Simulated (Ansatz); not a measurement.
# Molecular dynamics of Li

input.yaml

```yaml
accuracy: low
crystal:
  lattice:
    - [7.094447, 0.0, 0.0]
    - [0.0, 7.094447, 0.0]
    - [0.0, 0.0, 7.094447]
  atoms:
    - { symbol: Li, position: [0.04144499, 0.10648589, -0.00719876] }
    - { symbol: Li, position: [0.63716435, 0.17349133, -0.01397131] }
    - { symbol: Li, position: [0.07361519, 0.6529461, -0.02024328] }
    - { symbol: Li, position: [0.02649535, -0.0354002, 0.50349984] }
    - { symbol: Li, position: [0.27031616, 0.32281516, 0.18734529] }
    - { symbol: Li, position: [0.51371563, 0.50966793, 0.00930937] }
    - { symbol: Li, position: [0.47924193, 0.10856854, 0.35904428] }
    - { symbol: Li, position: [0.82793153, 0.20722359, 0.25587599] }
    - { symbol: Li, position: [0.05574504, 0.4959656, 0.42340152] }
    - { symbol: Li, position: [0.28070837, 0.75225473, 0.31987737] }
    - { symbol: Li, position: [0.29491838, 0.27823711, 0.67451574] }
    - { symbol: Li, position: [0.64666804, 0.54602318, 0.56198055] }
    - { symbol: Li, position: [0.70261311, 0.86599349, 0.21134796] }
    - { symbol: Li, position: [0.77942636, 0.2666096, 0.68613152] }
    - { symbol: Li, position: [0.37991465, 0.69659481, 0.77610368] }
    - { symbol: Li, position: [0.69026676, 0.84869694, 0.80200734] }
basis:
  ecutwfc: 420.0
kpoints:
  mp_grid: { grid: [2, 2, 2] }
hamiltonian:
  xc: pbe
scf:
  occupations: { method: fermi_dirac, width: 0.11 }
  lower_state_search: "off"
md:
  timestep: 1
  n_steps: 200
  ensemble: nvt_nose_hoover
  temperature: 910.0
  initial_velocities: maxwell_boltzmann
  seed: 566109
  nose_hoover: { tau: 5.0, chain_length: 1 }
```

Launched with:

```bash
$ ansatz run input.yaml --threads 1 --pin off --max-ram 3072MiB --backend cpu --events-out ev --progress --plain --runs-dir out
```

It goes on from the last frame of an earlier run, with new velocities.

Output, in part (step lines):

```
md step     0: t =     0.00 fs  T =   910.0 K  F+E_penalty+E_count = -3271.43688791 eV  E_kin = 1.764399 eV  conserved = -3269.67248892 eV  (7 SCF iters)
md step     1: t =     1.00 fs  T =   890.1 K  F+E_penalty+E_count = -3271.39791903 eV  E_kin = 1.725797 eV  conserved = -3269.67250263 eV  (6 SCF iters)
md step     2: t =     2.00 fs  T =   876.1 K  F+E_penalty+E_count = -3271.36749700 eV  E_kin = 1.698614 eV  conserved = -3269.67252665 eV  (6 SCF iters)
md step     3: t =     3.00 fs  T =   868.8 K  F+E_penalty+E_count = -3271.34522343 eV  E_kin = 1.684466 eV  conserved = -3269.67256000 eV  (6 SCF iters)
md step     4: t =     4.00 fs  T =   868.5 K  F+E_penalty+E_count = -3271.33055404 eV  E_kin = 1.683875 eV  conserved = -3269.67260096 eV  (6 SCF iters)
md step     5: t =     5.00 fs  T =   874.9 K  F+E_penalty+E_count = -3271.32283091 eV  E_kin = 1.696340 eV  conserved = -3269.67264807 eV  (3 SCF iters)
md step     6: t =     6.00 fs  T =   887.3 K  F+E_penalty+E_count = -3271.32130808 eV  E_kin = 1.720399 eV  conserved = -3269.67269969 eV  (3 SCF iters)
md step     7: t =     7.00 fs  T =   904.5 K  F+E_penalty+E_count = -3271.32517244 eV  E_kin = 1.753661 eV  conserved = -3269.67275346 eV  (2 SCF iters)
[... lines left out ...]
md step   199: t =   199.00 fs  T =   848.7 K  F+E_penalty+E_count = -3271.94772235 eV  E_kin = 1.645619 eV  conserved = -3269.67327858 eV  (3 SCF iters)
md step   200: t =   200.00 fs  T =   869.4 K  F+E_penalty+E_count = -3271.94758771 eV  E_kin = 1.685775 eV  conserved = -3269.67326880 eV  (6 SCF iters)
```

The steps, from the saved trajectory:

```
time (fs)  T (K)  potential energy less start (eV)  conserved less start (meV/atom)
      0.0    910                             0.000                             0.00
      6.0    887                             0.116                            -0.01
     12.0    993                             0.042                            -0.03
     18.0    918                            -0.057                            -0.04
     24.0    818                            -0.117                            -0.04
     30.0    902                            -0.136                            -0.04
     36.0    983                            -0.093                            -0.04
     42.0    882                            -0.012                            -0.03
     48.0    871                             0.001                            -0.03
     54.0    988                            -0.087                            -0.04
     60.0    931                            -0.191                            -0.05
     66.0    814                            -0.240                            -0.05
     72.0    894                            -0.259                            -0.04
     78.0   1015                            -0.277                            -0.03
     84.0    912                            -0.344                            -0.03
     90.0    850                            -0.501                            -0.04
     96.0    940                            -0.708                            -0.05
    102.0    940                            -0.869                            -0.06
    108.0    840                            -0.935                            -0.06
    114.0    868                            -0.936                            -0.06
    120.0    969                            -0.879                            -0.06
    126.0    920                            -0.777                            -0.05
    132.0    871                            -0.735                            -0.04
    138.0    958                            -0.817                            -0.05
    144.0    948                            -0.935                            -0.06
    150.0    828                            -0.979                            -0.07
    156.0    859                            -0.950                            -0.06
    162.0    985                            -0.862                            -0.06
    168.0    926                            -0.730                            -0.05
    174.0    835                            -0.614                            -0.04
    180.0    930                            -0.548                            -0.04
    186.0   1002                            -0.524                            -0.04
    192.0    868                            -0.516                            -0.05
    198.0    833                            -0.511                            -0.05
```

All steps were run. The conserved energy stayed within 0.069 meV per atom of its start (net change -0.049 meV per atom), so the integration is sound. A run of 0.2 ps of so small a system gives no equilibrium averages. Limits of this set-up: coarse k mesh, low accuracy level.

Mean squared displacements from the first frame to the last, about the centre of mass: Li 2.40 Å².

Last frame:

```xyz
16
Lattice="7.0944 0.0000 0.0000 0.0000 7.0944 0.0000 0.0000 0.0000 7.0944" Properties=species:S:1:pos:R:3
Li 0.992 1.709 -1.196
Li 2.848 0.214 1.033
Li 0.730 5.753 -0.416
Li -0.016 -0.473 3.473
Li 1.743 3.441 0.944
Li 4.652 2.987 0.150
Li 1.304 1.589 3.386
Li 7.275 0.861 1.376
Li -0.094 3.550 3.538
Li 1.974 4.997 2.967
Li 2.745 3.602 5.629
Li 4.205 2.530 3.671
Li 5.552 5.134 1.412
Li 5.543 0.695 5.304
Li 3.038 6.953 4.236
Li 5.043 4.674 5.136
```

Time of the run: 8.4 min on 1 thread of Arm Neoverse V2, with other jobs on the host, peak memory 0.5 GiB.
